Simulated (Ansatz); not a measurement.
**NiSb (Breithauptite) in Ansatz: the effect of starting spin order**

NiSb (Breithauptite):

```
Sb Ni
1.0
     3.92800    0.00000    0.00000
    -1.96400    3.40175    0.00000
     0.00000    0.00000    5.12000
Sb Ni
2 2
Direct
  0.66667 0.33333 0.75000
  0.33333 0.66667 0.25000
  0.00000 0.00000 0.50000
  0.00000 0.00000 0.00000
```

Alike in all runs:

| Item | Value |
| --- | --- |
| Program | Ansatz 0.2.0 |
| Task | single point |
| Functional | PBEsol |
| Potentials or basis | Ansatz PAW |
| Cutoff | 420 eV (not typed: the program's choice for these potentials) |
| Occupations | fermi-dirac, width 0.05 eV |

| starting spin order | k mesh | spin | starting moments | energy over the lowest run (meV/atom) | final net moment (μB) | final largest site moment (μB) |
| --- | --- | --- | --- | --- | --- | --- |
| spin off | 8 × 8 × 5 | no spin polarisation | - | 0.0 | 0.00 | 0.00 |
| fm | 8 × 8 × 5 | collinear spin, ferromagnetic start | [0.0, 0.0, 1.0, 1.0] μB | 0.0 | 0.00 | 0.00 |
| afm | 8 × 8 × 5 | collinear spin, antiferromagnetic start | [0.0, 0.0, 1.0, -1.0] μB | 0.0 | 0.00 | 0.00 |
| ferri | 8 × 8 × 5 | collinear spin, ferrimagnetic start | [0.0, 0.0, 1.0, -0.5] μB | 0.0 | 0.00 | 0.00 |
| random | 8 × 8 × 5 | collinear spin, random start | [0.0, 0.0, 0.82, -0.27] μB | 0.0 | 0.00 | 0.00 |
| noncollinear | 6 × 6 × 4 | non-collinear spin, random start | [[0.0, -0.0, -0.0], [-0.0, -0.0, -0.0], [-0.815, 0.015, -0.09], [0.118, 0.017, -0.242]] μB | ? | ? | ? |

Q: What does the run with starting spin order noncollinear give?

A: Energy over the lowest run 5.3 meV/atom; final net moment 0.00 μB; final largest site moment 0.00 μB.

Caveats: the starting moments weren't kept (some runs).
